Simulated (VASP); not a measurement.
Write the native input for VASP 6.6.1 that does the following.

| Item | Value |
| --- | --- |
| Task | band structure |
| Functional | PBE |
| Potentials or basis | VASP PAW PBE potentials, release 64 (Al, N) |
| Cutoff | 520 eV |
| k mesh | 9 × 9 × 4 |
| Occupations | gaussian, width 0.02 eV |
| Spin | no spin polarisation |
| Further INCAR settings | ALGO = Normal; EDIFF = 1e-07 |

The structure of AlN lies in POSCAR:

```
AlN                                     
1.0
    3.1285769989      0.0000000000      0.0000000000
   -1.5642884995      2.7094271568      0.0000000000
    0.0000000000      0.0000000000      5.0164037878
  Al              N             
     2     2
Direct
     0.3333333300000021    0.6666666699999979    0.9992567876477665
     0.6666666699999979    0.3333333300000021    0.4992567876477665
     0.3333333300000021    0.6666666699999979    0.3807432123522361
     0.6666666699999979    0.3333333300000021    0.8807432123522361
```

One way to write it, as run:

INCAR

```
SYSTEM = AlN
PREC = Accurate
ENCUT = 520
EDIFF = 1E-7
ISMEAR = 0
SIGMA = 0.02
LREAL = .FALSE.
LASPH = .TRUE.
NELM = 60
ALGO = Normal
ISIF = 2
LWAVE = .FALSE.
LCHARG = .FALSE.
GGA = PE
```

KPOINTS

```
Automatic mesh
0
G
  9 9 4
  0 0 0
```

KPOINTS_OPT

```
path GMKGALHA,LM,KH
20
line-mode
reciprocal
 0.0000000000  0.0000000000  0.0000000000  G
 0.5000000000  0.0000000000  0.0000000000  M

 0.5000000000  0.0000000000  0.0000000000  M
 0.3333333333  0.3333333333  0.0000000000  K

 0.3333333333  0.3333333333  0.0000000000  K
 0.0000000000  0.0000000000  0.0000000000  G

 0.0000000000  0.0000000000  0.0000000000  G
 0.0000000000  0.0000000000  0.5000000000  A

 0.0000000000  0.0000000000  0.5000000000  A
 0.5000000000  0.0000000000  0.5000000000  L

 0.5000000000  0.0000000000  0.5000000000  L
 0.3333333333  0.3333333333  0.5000000000  H

 0.3333333333  0.3333333333  0.5000000000  H
 0.0000000000  0.0000000000  0.5000000000  A

 0.5000000000  0.0000000000  0.5000000000  L
 0.5000000000  0.0000000000  0.0000000000  M

 0.3333333333  0.3333333333  0.0000000000  K
 0.3333333333  0.3333333333  0.5000000000  H
```

Potentials or basis: VASP PAW PBE potentials, release 64 (Al, N).

The run is started by

```bash
$ cat potpaw_PBE.64/Al/POTCAR potpaw_PBE.64/N/POTCAR > POTCAR
$ mpirun -np 1 vasp_std > vasp.out
```

It gave:

The pressure is 0.0 GPa, the band gap on the k mesh is 4.06 eV, direct and the band gap along the path is 4.06 eV, direct.

Run time: 68 s on 1 thread of Intel(R) Xeon(R) Platinum 8259CL CPU @ 2.50GHz (Skylake/Cascade Lake), with other jobs on the host, peak memory 0.17 GiB.
